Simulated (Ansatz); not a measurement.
# TiO2: relaxation

Aim: relax the structure. Runs: cell and atoms relaxed (PAW).

Program: Ansatz 0.2.0. Level of theory: DFT PBEsol, frozen-core PAW, scalar-relativistic unless said. These are calculated values, not measurements.

2 further runs of the same task are left out: 2 set aside as unsound or not needed.

## 1. Starting point

The structure is tetragonal, space group I4_1/amd (No. 141). Conventional cell: a = 3.784 Å, b = 3.784 Å, c = 9.515 Å, α = 90.00°, β = 90.00°, γ = 90.00°. Around Ti (site symmetry -4m2) lie 6 O at 1.93 to 1.98 Å. Around O (site symmetry 2mm) lie 3 Ti at 1.93 to 1.98 Å.

Coordinates:

```cif
data_structure
_symmetry_space_group_name_H-M 'I4_1/amd:1'
_symmetry_Int_Tables_number 141
_cell_length_a 3.7842
_cell_length_b 3.7842
_cell_length_c 9.5146
_cell_angle_alpha 90.000
_cell_angle_beta 90.000
_cell_angle_gamma 90.000
_cell_volume 136.25
loop_
_atom_site_label
_atom_site_type_symbol
_atom_site_symmetry_multiplicity
_atom_site_Wyckoff_symbol
_atom_site_fract_x
_atom_site_fract_y
_atom_site_fract_z
_atom_site_occupancy
Ti1 Ti 4 a 0.00000 0.00000 0.00000 1
O1 O 8 e 0.00000 0.00000 0.20810 1
```

Cartesian axes are those of the input's lattice vectors. The structure goes back to a database entry.

## 2. Cell and atoms relaxed, PAW

input.yaml reads:

```yaml
crystal:
  lattice:
    - [-1.8921, 1.8921, 4.7573]
    - [1.8921, -1.8921, 4.7573]
    - [1.8921, 1.8921, -4.7573]
  atoms:
    - { symbol: Ti, position: [0.0, 0.0, 0.0] }
    - { symbol: Ti, position: [0.75, 0.25, 0.5] }
    - { symbol: O, position: [0.2081, 0.2081, 0.0] }
    - { symbol: O, position: [0.9581, 0.4581, 0.5] }
    - { symbol: O, position: [0.5419, 0.0419, 0.5] }
    - { symbol: O, position: [0.7919, 0.7919, 0.0] }
kpoints:
  mp_grid: { grid: [12, 12, 12] }
scf:
  occupations: { method: fermi_dirac, width: 0.1 }
hamiltonian:
  xc: pbesol
  pseudopotentials: { kind: paw }
relax:
  f_tol: 0.002
  max_steps: 80
  cell: {}
output:
  forces: true
  stress: true
```

Run with:

```
$ ansatz run input.yaml --threads 2 --pin off --max-ram 6144MiB --backend cpu --events-out ev --progress --plain --runs-dir out
```

Q: Predict the outcome of this session. Wanted: cell; volume.

As calculated:

```
quantity                                                                        value
    cell  a = 5.469 Å, b = 5.469 Å, c = 5.469 Å, α = 139.68°, β = 139.68°, γ = 58.34°
  volume                                                               11.312 Å³/atom
```

The volume changes by -0.4 %. Cautions: frozen-core PAW files fitted under PBE, their cores solved anew for the functional of the run.
